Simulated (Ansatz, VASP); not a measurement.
**Two plane-wave programs on TiN (Osbornite)**

```xyz
2
Lattice="0.0000 2.0883 2.0883 2.0883 0.0000 2.0883 2.0883 2.0883 0.0000" Properties=species:S:1:pos:R:3 pbc="T T T"
Ti    0.0000    0.0000    0.0000
N     2.0883    2.0883    2.0883
```

Alike in both runs: functional r2SCAN; k mesh 14 × 14 × 14; occupations fermi-dirac, width 0.1 eV; no spin polarisation.

Ansatz relaxed the structure, and its values are those at the end. VASP's run is a single point on that final structure, the one shown.

|  | VASP | Ansatz |
| --- | --- | --- |
| version | VASP 6.6.1 | Ansatz 0.2.0 |
| potentials or method | VASP PAW PBE potentials, release 64 (Ti_sv, N) | PAW plane waves |
| plane-wave cutoff (eV) | 520 | 500 |
| valence electrons in the cell | 17 | 17 |

Ansatz gave:

```
pressure (GPa) : 13.2
```

Question: Which values does VASP return?

Answer: Pressure (GPa): 14.7.

Ansatz warned: «stress_scf_threshold_loose».

Caveats: the PAW data sets were made with another functional, which shifts forces and pressure a little (VASP).
